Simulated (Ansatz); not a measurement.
Crystal: Zn.

```xyz
1
Lattice="0.0000 1.9648 1.9648 1.9648 0.0000 1.9648 1.9648 1.9648 0.0000" Properties=species:S:1:pos:R:3 pbc="T T T"
Zn    0.0000    0.0000    0.0000
```

This isn't the form of Zn at room conditions, which is hcp.

Program: Ansatz 0.2.0. Alike in all runs: potentials or basis Ansatz PAW; no spin polarisation; cell as given. Hardware: 2 threads of Arm Neoverse V1, with other jobs on the host.

Problem. Order these runs on this cell by their wall time, lowest first.
A. task band structure; level r2SCAN; k mesh 12 × 12 × 12; cutoff (eV) 500; smearing fermi-dirac 0.05 eV; points for each segment of the path 14; mesh quality not flagged
B. task single point; level PBE; k mesh 12 × 12 × 12; cutoff (eV) 420; smearing gaussian 0.017 eV; mesh quality not flagged
C. task single point; level PBEsol0; k mesh 6 × 6 × 6; cutoff (eV) 420; smearing fermi-dirac 0.05 eV; mesh quality coarse

Solution. B (0.7 s), A (2.6 s), C (6.4 s).

Caveats: some runs use coarse meshes.
